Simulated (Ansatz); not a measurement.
# SnSe2 (P-3m1) in Ansatz: band structure with PBEsol

Aim: the band structure of SnSe2 with PBEsol.

Program: Ansatz 0.2.0. These are calculated values, not measurements. Logs are shortened: lines on timing, memory, paths and dates and some standing lists are left out, and cuts for length are marked.

## (1) Starting point

Symmetry: P-3m1, No. 164, trigonal system. Conventional cell: a = 3.811 Å, b = 3.811 Å, c = 6.136 Å, α = 90.00°, β = 90.00°, γ = 120.00°. Around Sn (site symmetry -3m) lie 6 Se at 2.68 Å. Around Se (site symmetry 3m) lie 3 Sn at 2.68 Å.

## (2) Band structure, PBEsol

The input, input.yaml:

```yaml
crystal:
  lattice:
    - [3.811, 0.0, 0.0]
    - [-1.9055, 3.3004228138, 0.0]
    - [0.0, 0.0, 6.136]
  atoms:
    - { symbol: Sn, position: [0.0, 0.0, 0.0] }
    - { symbol: Se, position: [0.6666666667, 0.3333333333, 0.751] }
    - { symbol: Se, position: [0.3333333333, 0.6666666667, 0.249] }
hamiltonian:
  xc: pbesol
  pseudopotentials: { kind: paw }
kpoints:
  mp_grid: { grid: [8, 8, 5] }
  band_path:
    path:
      - [[0.0, 0.0, 0.0], [0.5, 0.0, 0.0], [0.3333333333, 0.3333333333, 0.0], [0.0, 0.0, 0.0], [0.0, 0.0, 0.5], [0.5, 0.0, 0.5], [0.3333333333, 0.3333333333, 0.5], [0.0, 0.0, 0.5]]
      - [[0.5, 0.0, 0.5], [0.5, 0.0, 0.0]]
      - [[0.3333333333, 0.3333333333, 0.0], [0.3333333333, 0.3333333333, 0.5]]
    npoints: 14
scf:
  occupations: { method: fermi_dirac, width: 0.05 }
  n_extra_bands: 7
output:
  forces: true
  stress: true
  eigenvalues: true
  fatbands: true
```

Potentials or basis: Ansatz PAW.

Command:

```sh
ansatz run input.yaml --threads 2 --pin off --max-ram 5632MiB --backend cpu --events-out ev --progress --plain --runs-dir out
```

What it wrote:

```text
Warning: RAYON_NUM_THREADS=2 ignored (pool sized by the plan → 2); use --threads N
scf.n_extra_bands = 7 over 23 filled bands (N_el = 46.0): the run solves 30 bands
Engine: ansatz 0.2.0, aarch64-unknown-linux-gnu
Pseudopotentials: kind: paw
Pseudopotential: Sn, paw, valence charge 14, recommended cutoff 420 eV (normal), Sn.paw.azcp
Pseudopotential: Se, paw, valence charge 16, recommended cutoff 420 eV (normal), Se.paw.azcp
Functional definition: PBEsol
  exchange = pbesol_x
  correlation = pbesol_c
Crystal: 3 atoms, lattice volume = 77.178 Å³
Basis set: ecut = 420 eV, 1485 PW (Γ), exchange–correlation on 54×54×90 points (8 copies of the dense FFT grid, shifted against one another)
Bands: 30, of which v1, the nominal top of the filled ones, is band 23 counted from 1 (22 counted from 0)
Symmetry: 12 space group operations
Space group: P-3m1 (ITA 164), of the structure as read, at distance tolerance 4.3e-5 Å
k-points: 40 of 320
Non-local potential: Sn, projectors of the file, l = 0: 2, l = 1: 2, l = 2: 2, l = 3: 2
Non-local potential: Se, projectors of the file, l = 0: 2, l = 1: 2, l = 2: 3, l = 3: 1
PAW form: soft (Blöchl's): semilocal exchange-correlation on the pseudo side does not see the compensation charge
PAW frozen core: Sn, regenerated for the run's functional, and the local potential with it (the file was generated under x = pbe(κ = 0.804, μ = 0.2195149727645171), c = pbe(β = 0.06672455060314922))
PAW frozen core: Se, regenerated for the run's functional, and the local potential with it (the file was generated under x = pbe(κ = 0.804, μ = 0.2195149727645171), c = pbe(β = 0.06672455060314922))
PAW one-centre angular grid: Sn, 590 points (default); XC on 64 Gauss nodes
PAW one-centre angular grid: Se, 590 points (default); XC on 64 Gauss nodes
Initial density: superposition of atomic densities (neutral atoms: chi_scale 0, normalization atom), corrected by the library's trained network
Initial wavefunctions: pseudopotential atomic-orbital guess
Functional: x = pbesol(κ = 0.804, μ = 0.12345679012345678), c = pbesol(β = 0.046)
SCF iter   1: F=—  HF=-16799.185989 eV  |F-HF|=—  |Δ(HF+E_count)|=         —  Δρ=2.22e-3  dr2=3.57e-3  ethr=1.77e-3  ⟨swp⟩=6.4  Hψ=5366  notcnv=0  defer=10
preconditioner: auto → Resta (q_TF=auto, 2.503 Å⁻¹)  ε∞=2.5  [insulator: Δε(μ)=0.740 eV  Ē_g=17.329 eV  σ=0.050 eV  W_gap=1.00  n_scr=22 (ndim 8)  ℏωp=21.6 eV  f_vac=0.080  D(μ)=0.00/eV (n_scr^D=0)  ε∞_Penn≈2.5]
SCF iter   2: F=—  HF=-16799.182995 eV  |F-HF|=—  |Δ(HF+E_count)|=   2.99e-3  Δρ=1.10e-3  dr2=8.19e-4  ethr=7.76e-6  ⟨swp⟩=3.0  Hψ=2563  notcnv=0  defer=55
SCF iter   3: F=—  HF=-16799.182961 eV  |F-HF|=—  |Δ(HF+E_count)|=   3.40e-5  Δρ=3.24e-4  dr2=6.33e-5  ethr=1.78e-6  ⟨swp⟩=2.0  Hψ=1641  notcnv=0  defer=55
SCF iter   4: F=—  HF=-16799.182976 eV  |F-HF|=—  |Δ(HF+E_count)|=   1.48e-5  Δρ=1.18e-4  dr2=1.05e-5  ethr=1.38e-7  ⟨swp⟩=2.0  Hψ=1634  notcnv=0  defer=55
SCF iter   5: F=—  HF=-16799.182984 eV  |F-HF|=—  |Δ(HF+E_count)|=   8.11e-6  Δρ=2.41e-5  dr2=8.52e-7  ethr=2.29e-8  ⟨swp⟩=2.0  Hψ=1378  notcnv=0  defer=55
SCF iter   6: F=-16799.182984 eV  HF=-16799.182984 eV  |F-HF|=1.31e-7  |Δ(HF+E_count)|=   4.60e-7  Δρ=9.47e-6  dr2=9.80e-8  ethr=2.17e-10  ⟨swp⟩=7.6  Hψ=6238  notcnv=0
SCF 1 converged in 6 iterations: F = -16799.182984 eV  dr2 = 9.80e-8
NSCF: frozen V_eff on 129 k-points
SCF converged after 6 iterations
Free energy (F): -16799.182984 eV
Harris-Foulkes:  -16799.182984 eV  (|F-HF|=1.31e-7)
Internal energy: -16799.182947 eV  (E = F + TS)
E sigma→0 (E₀):  -16799.182966 eV
Entropy (-TS):   -0.000037 eV (-0.012 meV/atom)
Fermi energy:    8.382893 eV
--- Per-component energies (eV) ---
  E_band       = -864.090848
  E_kinetic    = 426.663921
  E_local      = -6108.155127  (includes V_loc(G=0)·N_el)
  E_nonlocal   = -1214.520138
  E_hartree    = 3125.492206
  E_xc         = -585.253504
  E_vxc        = -292.658201  (∫ρ·V_xc dr)
  E_paw        = -7805.516195  (= ΣΔE_a)
  E_vpaw       = 73.590119  (= ΣTr[D̂ρ^β])
  E_aug_tail   = -0.001230  (compensation charges beyond the density's cutoff)
  E_ewald      = -4640.194622
  E_core_change = 2.301741  (= ΣΔE_core)
  E_smearing   = -0.000037  (= −TS)
  E_closure    = -0.000000  (closes the sum)
  Σ components = -16799.182984   (vs F -16799.182984, Δ=0.00e0)
--- Forces (eV/Å), atoms counted from 1 ---
  atom   1  Sn     0.00000000    -0.00000000     0.00000000
  atom   2  Se    -0.00000000    -0.00000000    -0.59986161
  atom   3  Se     0.00000000     0.00000000     0.59986161
  max |Σ_I F_I| component: 5.30e-31 eV/Å
--- Stress (GPa, compression-positive) ---
        1.892257       0.000000      -0.000000
        0.000000       1.892257      -0.000000
       -0.000000       0.000000       3.740409
  P = ⅓ Tr σ = 2.5083 GPa (25.083 kbar)
--- Band table (eV; the first three rows and the last of 40) ---
  k-point 0: bands = ["-38.8625", "-38.8625", "-38.8625", "-38.8625", "-38.8275", "-38.8275", "-38.8269", "-38.8269", "-38.8137", "-38.8135", "-13.1920", "-13.1920", "-13.1512", "-13.1362", "-13.1362", "-6.0362", "-4.2465", "1.8800", "7.2913", "7.2913", "7.6030", "7.6030", "7.9892", "8.9955", "10.8354", "12.5813", "12.5813", "16.0331", "16.8985", "16.8985"]
  k-point 1: bands = ["-38.8625", "-38.8625", "-38.8625", "-38.8625", "-38.8274", "-38.8274", "-38.8269", "-38.8269", "-38.8137", "-38.8135", "-13.1920", "-13.1920", "-13.1512", "-13.1362", "-13.1362", "-5.9835", "-4.3602", "2.1545", "7.0978", "7.2527", "7.2527", "7.6633", "7.6633", "9.6834", "10.8425", "12.4834", "12.4834", "16.2678", "16.6595", "16.6595"]
  k-point 2: bands = ["-38.8625", "-38.8625", "-38.8625", "-38.8625", "-38.8273", "-38.8273", "-38.8270", "-38.8270", "-38.8137", "-38.8136", "-13.1921", "-13.1921", "-13.1511", "-13.1362", "-13.1362", "-5.8834", "-4.5535", "2.6944", "6.0884", "7.2075", "7.2075", "7.7448", "7.7448", "10.2960", "10.8197", "12.3330", "12.3330", "16.1221", "16.3712", "16.3712"]
  k-point 39: bands = ["-38.8623", "-38.8622", "-38.8620", "-38.8620", "-38.8275", "-38.8273", "-38.8273", "-38.8271", "-38.8133", "-38.8132", "-13.2285", "-13.1996", "-13.1424", "-13.1257", "-13.1159", "-4.0121", "-3.8152", "0.5481", "3.5625", "3.9246", "4.6305", "7.3300", "7.6074", "10.2313", "12.7442", "12.9735", "14.2242", "15.3080", "16.2921", "17.5897"]
```

Run time: 6.3 s. Hardware: 2 threads of Arm Neoverse V2, shared host; peak memory 0.41 GiB.

Results:

- Free energy: -16799.1830 eV
- Pressure: 2.5 GPa
- Largest force: 0.600 eV/Å
- Band gap on the k mesh: 0.74 eV, indirect (least direct gap 1.01 eV)
- Band gap along the path: 0.65 eV, indirect (least direct gap 1.01 eV)

Forces on the atoms (eV/Å):
```
Sn   0.000  0.000  0.000
Se   0.000  0.000 -0.600
Se   0.000  0.000  0.600
```

Stress tensor (GPa, compression positive):
```
1.89 0.00 0.00
0.00 1.89 0.00
0.00 0.00 3.74
```

Levels at the corners of the path, in eV from the valence-band top:
```tsv
point	band 20	band 21	band 22	band 23	band 24	band 25	band 26	band 27
Γ	-0.74	-0.43	-0.43	-0.05	0.96	2.80	4.55	4.55
M	-2.98	-2.74	-1.27	-0.35	1.06	3.66	5.30	5.39
K	-3.79	-3.42	-1.59	-1.59	1.32	6.57	6.57	7.14
Γ	-0.74	-0.43	-0.43	-0.05	0.96	2.80	4.55	4.55
A	-0.83	-0.83	-0.28	-0.28	2.36	2.77	4.27	4.27
L	-2.57	-2.05	-0.90	-0.74	0.77	4.12	4.72	5.71
H	-4.30	-3.80	-0.41	-0.41	2.48	4.62	4.62	6.13
A	-0.83	-0.83	-0.28	-0.28	2.36	2.77	4.27	4.27
L	-2.57	-2.05	-0.90	-0.74	0.77	4.12	4.72	5.71
M	-2.98	-2.74	-1.27	-0.35	1.06	3.66	5.30	5.39
K	-3.79	-3.42	-1.59	-1.59	1.32	6.57	6.57	7.14
H	-4.30	-3.80	-0.41	-0.41	2.48	4.62	4.62	6.13
```

Caveat: the k mesh misses the band edges, so the gap on the mesh is wider than the one along the path; spin-orbit coupling is left out, which moves the levels of the heavy elements; this functional lacks dispersion, which binds the layers, so the pressure and a relaxed spacing across them are unreliable; the PAW data sets come from PBE, with cores solved anew for the run's functional, which leaves a small shift of forces and pressure.

## (3) For comparison

An earlier run on the cell as given: functional PBEsol; potentials or basis Ansatz PAW; cutoff 420 eV (not typed: the program's choice for these potentials); k mesh 8 × 8 × 5; occupations fermi-dirac, width 0.05 eV; no spin polarisation.

- Pressure: 2.5 GPa
- Largest force: 0.600 eV/Å
- Band gap on the k mesh: 0.74 eV, indirect (least direct gap 1.01 eV)
